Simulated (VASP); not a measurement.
# MgSe (Fm-3m) in VASP: notebook

Runs on MgSe. Level: PBE. Tasks: single point, relaxation of cell and atoms.

All numbers are computed with VASP 6.6.1; they aren't measurements. Logs are shortened: lines on timing, memory, paths and dates and some standing lists are left out, and cuts for length are marked.

### 1 The structure

It takes space group Fm-3m (No. 225, cubic). The conventional cell has a = 5.509 Å, b = 5.509 Å, c = 5.509 Å, α = 90.00°, β = 90.00°, γ = 90.00°. Mg (site symmetry m-3m) is surrounded by 6 Se at 2.75 Å. Se (site symmetry m-3m) has 6 Mg at 2.75 Å as nearest neighbours.

### 2 Single point, PBE, non-collinear spin, zero start, spin-orbit coupling

INCAR reads:

```
PREC     = Accurate       # precision mode
ENCUT    = 520            # plane-wave cutoff, eV
EDIFF    = 1E-7           # SCF threshold, eV
ISMEAR   = 0              # smearing method
SIGMA    = 0.02           # smearing width, eV
LREAL    = False          # projectors in reciprocal space
LASPH    = True           # aspherical terms in the spheres
NELM     = 150            # most SCF steps
ALGO     = Normal         # electronic algorithm
ISIF     = 2              # what is computed and relaxed
LWAVE    = False          # write WAVECAR
LCHARG   = False          # write CHGCAR
MAGMOM   = 0 0 0 0 0 0    # initial moments
LORBIT   = 11             # projections on sites
LSORBIT  = True           # spin-orbit coupling
GGA_COMPAT= False        
LORBMOM  = True         
GGA      = PE             # functional
NBANDS   = 20             # bands
```

KPOINTS reads:

```
regular mesh
0
Gamma
  8 8 8
```

POSCAR reads:

```
MgSe
1.0
    0.0000000000      2.7544736754      2.7544736754
    2.7544736754      0.0000000000      2.7544736754
    2.7544736754      2.7544736754      0.0000000000
Mg Se
1 1
Direct
    0.0000000000      0.0000000000      0.0000000000
    0.5000000000      0.5000000000      0.5000000000
```

Potentials or basis: VASP PAW PBE potentials, release 64 (Mg, Se).

Launch:

```bash
$ cat potpaw_PBE.64/Mg/POTCAR potpaw_PBE.64/Se/POTCAR > POTCAR
$ mpirun -np 1 vasp_ncl > vasp.out
```

OUTCAR:

```text
PREC = Accurate
   ENCUT = 520
   EDIFF = 1E-7
   ISMEAR = 0
   LREAL = False
   LASPH = True
   NELM = 150
   ISIF = 2
   LORBIT = 11
   LSORBIT = True
   GGA = PE

 ion  position               nearest neighbor table
   1  0.000  0.000  0.000-   2 2.75   2 2.75   2 2.75   2 2.75   2 2.75   2 2.75
   2  0.500  0.500  0.500-   1 2.75   1 2.75   1 2.75   1 2.75   1 2.75   1 2.75

  LATTYP: Found a face centered cubic cell.
 ALAT       =     5.5089473508

  Lattice vectors:

 A1 = (   0.0000000000,   2.7544736754,   2.7544736754)
 A2 = (   2.7544736754,   0.0000000000,   2.7544736754)
 A3 = (   2.7544736754,   2.7544736754,   0.0000000000)

Analysis of symmetry for initial positions (statically):
=====================================================================
 Subroutine PRICEL returns:
 Original cell was already a primitive cell.

 Routine SETGRP: Setting up the symmetry group for a
 face centered cubic supercell.

 Subroutine GETGRP returns: Found 48 space group operations
 (whereof 48 operations were pure point group operations)
 out of a pool of 48 trial point group operations.

The static configuration has the point symmetry O_h .

Analysis of symmetry for dynamics (positions and initial velocities):
=====================================================================
 Subroutine PRICEL returns:
 Original cell was already a primitive cell.

 Routine SETGRP: Setting up the symmetry group for a
 face centered cubic supercell.

 Subroutine GETGRP returns: Found 48 space group operations
 (whereof 48 operations were pure point group operations)
 out of a pool of 48 trial point group operations.

The dynamic configuration has the point symmetry O_h .

Analysis of structural, dynamic, and magnetic symmetry:
=====================================================================
 Subroutine PRICEL returns:
 Original cell was already a primitive cell.

 Routine SETGRP: Setting up the symmetry group for a
 face centered cubic supercell.

 Subroutine GETGRP returns: Found 48 space group operations
 (whereof 48 operations were pure point group operations)
 out of a pool of 48 trial point group operations.

The overall configuration has the point symmetry O_h .

 Subroutine INISYM returns: Found 48 space group operations
 (whereof 48 operations are pure point group operations),
 and found     1 'primitive' translations

----------------------------------------------------------------------------------------

                                     Primitive cell

  volume of cell :      41.7971

  direct lattice vectors                    reciprocal lattice vectors
     0.000000000  2.754473675  2.754473675    -0.181522882  0.181522882  0.181522882
     2.754473675  0.000000000  2.754473675     0.181522882 -0.181522882  0.181522882
     2.754473675  2.754473675  0.000000000     0.181522882  0.181522882 -0.181522882

  length of vectors
     3.895414029  3.895414029  3.895414029     0.314406854  0.314406854  0.314406854

  position of ions in fractional coordinates (direct lattice)
     0.000000000  0.000000000  0.000000000
     0.500000000  0.500000000  0.500000000

  ion indices of the primitive-cell ions
   primitive index   ion index
                 1           1
                 2           2

----------------------------------------------------------------------------------------

 KPOINTS: regular mesh

Automatic generation of k-mesh.
 Grid dimensions read from file:
 generate k-points for:    8    8    8

 Generating k-lattice:

  Cartesian coordinates                     Fractional coordinates (reciprocal lattice)
    -0.022690360  0.022690360  0.022690360     0.125000000  0.000000000  0.000000000
     0.022690360 -0.022690360  0.022690360     0.000000000  0.125000000  0.000000000
     0.022690360  0.022690360 -0.022690360     0.000000000  0.000000000  0.125000000

[... 95 lines left out ...]

 number of electron       7.9999999 magnetization      -0.0000000     -0.0000000     -0.0000000

 Free energy of the ion-electron system (eV)
  ---------------------------------------------------
  ext. energy  EPLUGINS =         0.00000000
  ---------------------------------------------------
  free energy    TOTEN  =        -7.50805549 eV

  energy without entropy =       -7.50805549  energy(sigma->0) =       -7.50805549

 E-fermi :   3.2561     XC(G=0):  -9.3620

 val. band max:        3.1006711235   @ k =   0.0000   0.0000   0.0000
 cond. band min:       4.7124711817   @ k =   0.5000   0.5000   0.0000
 fundamental gap:      1.6118000582
 Fermi energy:         3.2560919253

 k-point     1 :       0.0000    0.0000    0.0000
  band No.  band energies     occupation
      1      -9.8061      1.00000
      2      -9.8061      1.00000
      3       2.6874      1.00000
      4       2.6874      1.00000
      5       3.1007      1.00000
      6       3.1007      1.00000
[... 541 lines left out ...]
     19      14.4911      0.00000
     20      14.4911      0.00000

 [... further k-points ...]

------------------------ aborting loop because EDIFF is reached ----------------------------------------

  FORCE on cell =-STRESS in cart. coord.  units (eV):
  Direction    XX          YY          ZZ          XY          YZ          ZX
  --------------------------------------------------------------------------------------
  -------------------------------------------------------------------------------------
  Total       -0.0350818     -0.0350818     -0.0350818     -0.0000000     -0.0000000      0.0000000
  in kB       -1.3447652     -1.3447652     -1.3447652     -0.0000000     -0.0000000      0.0000000
  external PRESSURE =      -1.3447652 kB  Pullay stress =       0.0000000 kB

 VOLUME and BASIS-vectors are now :
 -----------------------------------------------------------------------------
  energy-cutoff  :      520.00
  volume of cell :       41.80
      direct lattice vectors                 reciprocal lattice vectors
     0.000000000  2.754473675  2.754473675    -0.181522882  0.181522882  0.181522882
     2.754473675  0.000000000  2.754473675     0.181522882 -0.181522882  0.181522882
     2.754473675  2.754473675  0.000000000     0.181522882  0.181522882 -0.181522882

 POSITION                                       TOTAL-FORCE (eV/Angst)
 -----------------------------------------------------------------------------------
      0.00000      0.00000      0.00000         0.000000     -0.000000      0.000000
      2.75447      2.75447      2.75447        -0.000000      0.000000     -0.000000
 -----------------------------------------------------------------------------------
    total drift:                                0.000000      0.000000      0.000000

  FREE ENERGIE OF THE ION-ELECTRON SYSTEM (eV)
  ---------------------------------------------------
  free  energy   TOTEN  =        -7.5080554878 eV

  energy  without entropy=       -7.5080554878  energy(sigma->0) =       -7.50805549

 orbital moment (x)

 # of ion     p       d       tot
 ----------------------------------------
  1        -0.000  -0.000  -0.000
  2        -0.000  -0.000  -0.000
 ----------------------------------------
           -0.000  -0.000  -0.000

 orbital moment (y)

 # of ion     p       d       tot
 ----------------------------------------
  1         0.000   0.000   0.000
  2         0.000  -0.000   0.000
 ----------------------------------------
            0.000   0.000   0.000

 orbital moment (z)

 # of ion     p       d       tot
 ----------------------------------------
  1        -0.000  -0.000  -0.000
  2         0.000  -0.000  -0.000
 ----------------------------------------
           -0.000  -0.000  -0.000

 Spin-Orbit-Coupling matrix elements

 Ion:    1  E_soc:     -0.0000628
 l=   1
     0.0000000    -0.0000104    -0.0000104
    -0.0000104     0.0000000    -0.0000104
    -0.0000104    -0.0000104     0.0000000
 l=   2
     0.0000000     0.0000000     0.0000000     0.0000000    -0.0000001
     0.0000000     0.0000000    -0.0000001     0.0000000    -0.0000000
     0.0000000    -0.0000001     0.0000000    -0.0000001     0.0000000
     0.0000000     0.0000000    -0.0000001     0.0000000    -0.0000000
    -0.0000001    -0.0000000     0.0000000    -0.0000000     0.0000000
 l=   3
     0.0000000     0.0000000     0.0000000     0.0000000     0.0000000     0.0000000     0.0000000
     0.0000000     0.0000000     0.0000000     0.0000000     0.0000000     0.0000000     0.0000000
     0.0000000     0.0000000     0.0000000     0.0000000     0.0000000     0.0000000     0.0000000
     0.0000000     0.0000000     0.0000000     0.0000000     0.0000000     0.0000000     0.0000000
     0.0000000     0.0000000     0.0000000     0.0000000     0.0000000     0.0000000     0.0000000
     0.0000000     0.0000000     0.0000000     0.0000000     0.0000000     0.0000000     0.0000000
     0.0000000     0.0000000     0.0000000     0.0000000     0.0000000     0.0000000     0.0000000

 Ion:    2  E_soc:     -0.0354542
 l=   1
     0.0000000    -0.0059060    -0.0059060
    -0.0059060     0.0000000    -0.0059060
    -0.0059060    -0.0059060     0.0000000
 l=   2
     0.0000000    -0.0000005     0.0000000    -0.0000005    -0.0000026
    -0.0000005     0.0000000    -0.0000019    -0.0000005    -0.0000006
     0.0000000    -0.0000019     0.0000000    -0.0000019     0.0000000
    -0.0000005    -0.0000005    -0.0000019     0.0000000    -0.0000006
    -0.0000026    -0.0000006     0.0000000    -0.0000006     0.0000000
 l=   3
     0.0000000     0.0000000     0.0000000     0.0000000     0.0000000     0.0000000     0.0000000
     0.0000000     0.0000000     0.0000000     0.0000000     0.0000000     0.0000000     0.0000000
     0.0000000     0.0000000     0.0000000     0.0000000     0.0000000     0.0000000     0.0000000
     0.0000000     0.0000000     0.0000000     0.0000000     0.0000000     0.0000000     0.0000000
     0.0000000     0.0000000     0.0000000     0.0000000     0.0000000     0.0000000     0.0000000
     0.0000000     0.0000000     0.0000000     0.0000000     0.0000000     0.0000000     0.0000000
     0.0000000     0.0000000     0.0000000     0.0000000     0.0000000     0.0000000     0.0000000

 total charge

# of ion       s       p       d       tot
------------------------------------------
    1        0.140   0.116   0.031   0.287
    2        1.435   2.488   0.011   3.934
--------------------------------------------------
tot          1.574   2.604   0.042   4.221

 magnetization (x)

# of ion       s       p       d       tot
------------------------------------------
    1        0.000  -0.000  -0.000   0.000
    2       -0.000   0.000   0.000  -0.000
--------------------------------------------------
tot          0.000  -0.000  -0.000  -0.000

 magnetization (y)

# of ion       s       p       d       tot
------------------------------------------
    1        0.000  -0.000   0.000   0.000
    2       -0.000   0.000   0.000  -0.000
--------------------------------------------------
tot          0.000  -0.000   0.000  -0.000

 magnetization (z)

# of ion       s       p       d       tot
------------------------------------------
    1        0.000   0.000  -0.000   0.000
    2       -0.000   0.000   0.000  -0.000
--------------------------------------------------
tot          0.000   0.000   0.000   0.000
```

It took 50 s on 1 thread of Intel Xeon 6975P-C (Granite Rapids), shared host; peak memory 0.28 GiB.

What came out:

* Free energy: -7.5081 eV
* Pressure: -0.1 GPa
* Net moment: 0.00 μB per cell
* Valence electrons inside the program's atomic spheres: Mg 0.29; Se 3.93

Moments on the atoms (μB; x, y, z):
```
Mg  0.00 0.00 0.00
Se  0.00 0.00 0.00
```

### 3 Single point, PBE

INCAR reads:

```
  PREC = Accurate
  ENCUT = 520
  EDIFF = 1E-7
  ISMEAR = 0
  SIGMA = 0.02
  LREAL = F
  LASPH = T
  NELM = 60
  ALGO = Normal
  ISIF = 2
  LWAVE = F
  LCHARG = F
  GGA = PE
  NBANDS = 11
```

KPOINTS reads:

```
Automatic mesh
0
Gamma
  8 8 8
```

POSCAR is that of step 2.

Potentials or basis: VASP PAW PBE potentials, release 64 (Mg, Se).

Launch:

```bash
$ cat potpaw_PBE.64/Mg/POTCAR potpaw_PBE.64/Se/POTCAR > POTCAR
$ mpirun -np 1 vasp_std > vasp.out
```

OUTCAR:

```text
PREC = Accurate
   ENCUT = 520
   EDIFF = 1E-7
   ISMEAR = 0
   LREAL = F
   LASPH = T
   NELM = 60
   ISIF = 2
   GGA = PE

 ion  position               nearest neighbor table
   1  0.000  0.000  0.000-   2 2.75   2 2.75   2 2.75   2 2.75   2 2.75   2 2.75
   2  0.500  0.500  0.500-   1 2.75   1 2.75   1 2.75   1 2.75   1 2.75   1 2.75

  LATTYP: Found a face centered cubic cell.
 ALAT       =     5.5089473508

  Lattice vectors:

[... 522 lines left out ...]

 [... further k-points ...]

------------------------ aborting loop because EDIFF is reached ----------------------------------------

  FORCE on cell =-STRESS in cart. coord.  units (eV):
  Direction    XX          YY          ZZ          XY          YZ          ZX
  --------------------------------------------------------------------------------------
  -------------------------------------------------------------------------------------
  Total       -0.0377885     -0.0377885     -0.0377885      0.0000000      0.0000000     -0.0000000
  in kB       -1.4485191     -1.4485191     -1.4485191      0.0000000      0.0000000     -0.0000000
  external PRESSURE =      -1.4485191 kB  Pullay stress =       0.0000000 kB

 VOLUME and BASIS-vectors are now :
 -----------------------------------------------------------------------------
  energy-cutoff  :      520.00
  volume of cell :       41.80
      direct lattice vectors                 reciprocal lattice vectors
     0.000000000  2.754473675  2.754473675    -0.181522882  0.181522882  0.181522882
     2.754473675  0.000000000  2.754473675     0.181522882 -0.181522882  0.181522882
     2.754473675  2.754473675  0.000000000     0.181522882  0.181522882 -0.181522882

 POSITION                                       TOTAL-FORCE (eV/Angst)
 -----------------------------------------------------------------------------------
      0.00000      0.00000      0.00000         0.000000      0.000000      0.000000
      2.75447      2.75447      2.75447        -0.000000     -0.000000     -0.000000
 -----------------------------------------------------------------------------------
    total drift:                               -0.000000     -0.000000      0.000000

  FREE ENERGIE OF THE ION-ELECTRON SYSTEM (eV)
  ---------------------------------------------------
  free  energy   TOTEN  =        -7.4903819414 eV

  energy  without entropy=       -7.4903819414  energy(sigma->0) =       -7.49038194
```

OSZICAR:

```text
N       E                     dE             d eps       ncg     rms          rms(c)
DAV:   1     0.209170409160E+02    0.20917E+02   -0.34001E+03   662   0.576E+02
DAV:   2    -0.642248369885E+01   -0.27340E+02   -0.25504E+02   771   0.918E+01
DAV:   3    -0.779577479357E+01   -0.13733E+01   -0.13703E+01   814   0.215E+01
DAV:   4    -0.780304473914E+01   -0.72699E-02   -0.72697E-02   698   0.179E+00
DAV:   5    -0.780308597122E+01   -0.41232E-04   -0.41232E-04   793   0.142E-01    0.293E+00
DAV:   6    -0.753458689608E+01    0.26850E+00   -0.48110E-01   686   0.256E+00    0.184E+00
DAV:   7    -0.749108429005E+01    0.43503E-01   -0.21086E-01   731   0.183E+00    0.932E-01
DAV:   8    -0.749048414434E+01    0.60015E-03   -0.10436E-02   695   0.538E-01    0.254E-01
DAV:   9    -0.749037462964E+01    0.10951E-03   -0.31929E-04   707   0.934E-02    0.122E-01
DAV:  10    -0.749038503106E+01   -0.10401E-04   -0.15380E-04   713   0.524E-02    0.241E-02
DAV:  11    -0.749038174428E+01    0.32868E-05   -0.20024E-05   725   0.179E-02    0.624E-03
DAV:  12    -0.749038196609E+01   -0.22181E-06   -0.74760E-07   756   0.491E-03    0.136E-03
DAV:  13    -0.749038194137E+01    0.24720E-07   -0.55764E-09   376   0.502E-04
   1 F= -.74903819E+01 E0= -.74903819E+01  d E =-.249472E-11
```

Wall time 14 s (1 thread of Intel Xeon Platinum 8259CL at 2.50GHz (Skylake/Cascade Lake), shared host); peak memory 0.17 GiB.

What came out:

```
Free energy            : -7.4904 eV
Pressure               : -0.1 GPa
Band gap on the k mesh : 1.75 eV, indirect (least direct gap 2.39 eV)
```

Levels at points of the mesh, in eV from the valence-band top:
```csv
k point,band 2,band 3,band 4,band 5,band 6,band 7
"(0.00, 0.00, 0.00)",0.00,0.00,0.00,2.39,7.42,7.42
"(0.50, 0.00, 0.00)",-4.78,-0.55,-0.55,3.79,6.06,6.06
"(0.50, 0.50, 0.00)",-4.10,-1.71,-1.71,1.75,4.05,11.44
```

A k mesh can miss the band edges.

### 4 Relaxation of cell and atoms, PBE

This run uses another cell than the first one, of 20.25 Å³/atom, 0.969 times its volume.

INCAR reads:

```
SYSTEM = MgSe
  PREC = Accurate
  ENCUT = 600
  EDIFF = 1E-6
  ISMEAR = 0
  SIGMA = 0.02
  LREAL = .False.
  LASPH = .True.
  NELM = 100
  ALGO = Normal
  ISIF = 3
  LWAVE = .False.
  LCHARG = .False.
  GGA = PE
  IBRION = 2
  NSW = 100
  EDIFFG = -0.005
```

KPOINTS reads:

```
regular mesh
0
Gamma
  8 8 8
  0 0 0
```

POSCAR reads:

```
MgSe
1.0
    0.0000000000      2.7255000000      2.7255000000
    2.7255000000      0.0000000000      2.7255000000
    2.7255000000      2.7255000000      0.0000000000
Mg Se
1 1
Direct
    0.0000000000      0.0000000000      0.0000000000
    0.5000000000      0.5000000000      0.5000000000
```

Launch:

```bash
$ cat potpaw_PBE.64/Mg/POTCAR potpaw_PBE.64/Se/POTCAR > POTCAR
$ mpirun -np 1 vasp_std > vasp.out
```

It took 19 s on 1 thread of Intel Xeon Platinum 8259CL at 2.50GHz (Skylake/Cascade Lake), shared host; peak memory 0.19 GiB.

Results (log left out):

```
Free energy                            : -7.4905 eV
Relaxed volume                         : 20.84 Å³/atom
Relaxed cell                           : a = 3.892 Å, b = 3.892 Å, c = 3.892 Å, α = 60.00°, β = 60.00°, γ = 60.00°
Space group after relaxing (to 0.05 Å) : Fm-3m (No. 225)
Energy gained by relaxing              : 3.5 meV/atom
Ionic steps                            : 3
Pressure after relaxing                : 0.0 GPa
Band gap on the k mesh                 : 1.75 eV, indirect (least direct gap 2.41 eV)
```

The path:
| step | energy change (eV) | largest force (eV/Å) | pressure (GPa) | volume (Å³) |
| --- | --- | --- | --- | --- |
| 1 | 0.0000 | 0.0000 | 1.91 | 40.49 |
| 2 | -0.0067 | 0.0000 | -0.34 | 41.92 |
| 3 | -0.0070 | 0.0000 | -0.01 | 41.69 |

Final structure:
```
Mg Se
1.0
     0.00000    2.75208    2.75208
     2.75208    0.00000    2.75208
     2.75208    2.75208    0.00000
Mg Se
1 1
Direct
  0.00000 0.00000 0.00000
  0.50000 0.50000 0.50000
```

Levels at points of the mesh, in eV from the valence-band top:
```csv
k point,band 1,band 2,band 3,band 4,band 5,band 6,band 7,band 8
"(0.00, 0.00, 0.00)",-12.79,0.00,0.00,0.00,2.41,7.42,7.42,7.42
"(0.50, 0.00, 0.00)",-11.73,-4.79,-0.55,-0.55,3.79,6.06,6.06,8.40
"(0.50, 0.50, 0.00)",-11.43,-4.11,-1.72,-1.72,1.75,4.04,11.47,11.91
```

### 5 The runs side by side

```tsv
task	spin	cell	cutoff (eV)	gap on the mesh (eV)	pressure (GPa)
single point	non-collinear, zero start, SOC	Fm-3m, 20.9 Å³/atom	520	-	-0.1
single point	off	Fm-3m, 20.9 Å³/atom	520	1.75	-0.1
relaxation of cell and atoms	off	relaxed	600	1.75	0.0
```

Alike in all rows: level PBE; potentials or basis VASP PAW PBE potentials, release 64 (Mg, Se); k mesh 8 × 8 × 8; smearing gaussian 0.02 eV.

Total energies depend on the potentials used, so only differences within one code and one set of settings carry meaning.
